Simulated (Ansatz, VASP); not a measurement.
Two plane-wave programs on Si

```
CELL_PARAMETERS angstrom
0.00000 2.68506 2.68506
2.68506 0.00000 2.68506
2.68506 2.68506 0.00000
ATOMIC_POSITIONS crystal
Si 0.50000 0.50000 0.50000
Si 0.75000 0.75000 0.75000
```

Alike in both runs: task single point; functional PBEsol-based global hybrid; k mesh 4 × 4 × 4; occupations fermi-dirac, width 0.05 eV; no spin polarisation.

|  | VASP | Ansatz |
| --- | --- | --- |
| version | VASP 6.6.1 | Ansatz 0.2.0 |
| potentials or method | VASP PAW PBE potentials, release 64 (Si) | Ansatz PAW |
| plane-wave cutoff (eV) | 520 | 420 |
| valence electrons in the cell | 8 | 8 |

VASP gave:

```
gap on the k mesh at the Fermi level (eV) : 1.90
least direct gap on the mesh (eV)         : 4.08
pressure (GPa)                            : 3.1
```

Task: Which values does Ansatz return?

Result: gap on the k mesh at the Fermi level (eV): 1.84; least direct gap on the mesh (eV): 4.02; pressure (GPa): 3.4.

Caveats: the k mesh is coarse (spacing up to 0.51 Å⁻¹), so the values aren't converged (VASP); the PAW data sets were made with another functional, which shifts forces and pressure a little (VASP); the k mesh is coarse (spacing up to 0.51 Å⁻¹), so the values aren't converged, least of all with exact exchange (Ansatz); the PAW data sets come from PBE, with cores solved anew for the run's functional, which leaves a small shift of forces and pressure (Ansatz); the thresholds are loose for stress (Ansatz). A k mesh can miss the band edges.
